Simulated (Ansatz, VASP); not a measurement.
# In in VASP and in Ansatz

```xyz
2
Lattice="3.2354 0.0000 0.0000 -1.6177 2.8020 0.0000 0.0000 0.0000 5.5918" Properties=species:S:1:pos:R:3 pbc="T T T"
In    0.0000    1.8680    1.3979
In    1.6177    0.9340    4.1938
```

Change from the starting cell: strain -0.030 along x and y, +0.015 along z, atoms carried along.

Alike in both runs: task single point; functional PBE; dispersion D3(BJ); k mesh 18 × 18 × 10; occupations gaussian, width 0.15 eV; no spin polarisation.

|  | VASP | Ansatz |
| --- | --- | --- |
| version | VASP 6.6.1 | Ansatz 0.2.0 |
| potentials or method | VASP PAW PBE potentials, release 64 (In_d) | scalar-relativistic, plane waves, PAW |
| plane-wave cutoff (eV) | 520 | 420 |
| valence electrons in the cell | 26 | 26 |

Ansatz gave:

```
gap on the k mesh at the Fermi level (eV)       : none
pressure (GPa)                                  : 1.6
largest component of the traceless stress (GPa) : 0.68
```

Task: Which values does VASP return?

Result: gap on the k mesh at the Fermi level (eV): none; pressure (GPa): 1.5; largest component of the traceless stress (GPa): 0.70.

A gap of «none» marks a metal or a gap that the smearing closes.

Caveats: pairwise dispersion overbinds metals, which lowers pressure and volume.
